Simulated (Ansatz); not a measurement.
**ZrO2: the gap against volume**

ZrO2, Fm-3m, a = 5.089 Å. This isn't the usual stable structure of the compound. Ansatz: r2SCAN, PAW, 500 eV, Γ-centred 8×8×8 mesh on 3 atoms, Gaussian smearing 0.02 eV; no spin polarisation. Symmetry fixes shape and atoms, so the cell is only scaled; x = ln(V/V0) with V0 = 10.986 Å³/atom. The gap is read at the mesh points alone.

| x | gap y (eV) |
| --- | --- |
| -0.1278 | 4.267 |
| -0.0943 | 4.171 |
| -0.0619 | 4.076 |
| -0.0305 | 3.981 |
| 0.0000 | 3.886 |
| 0.0296 | 3.793 |
| 0.0583 | 3.701 |
| 0.0953 | ? |

Problem. Fit a straight line to the other rows, give the volume deformation potential of the gap and its pressure coefficient, and predict the missing gap. B0 = 256.9 GPa.

Solution. Means x = -0.03237, y = 3.9821; Σ(Δx)² = 0.02693, ΣΔxΔy = -0.08198; the slope is their ratio. y = 3.8836 − 3.0445 x. The slope is the deformation potential a = dE_g/d ln V = -3.04 eV, and dE_g/dP = −a/B0 = 11.9 meV/GPa. At x = 0.0953 the fit asked for gives 3.593 eV. The run gave 3.581 eV, so the fit is 0.012 eV too high, 1.7 % of the span of the series, against an rms of 0.004 eV on the fitted rows. The row lies outside the fitted range. With a term in x² added, a fit to the same known rows predicts 3.579 eV, so most of the miss is curvature that the known rows already hold.

Semilocal functionals give gaps under the measured ones; changes of the gap mostly carry over better.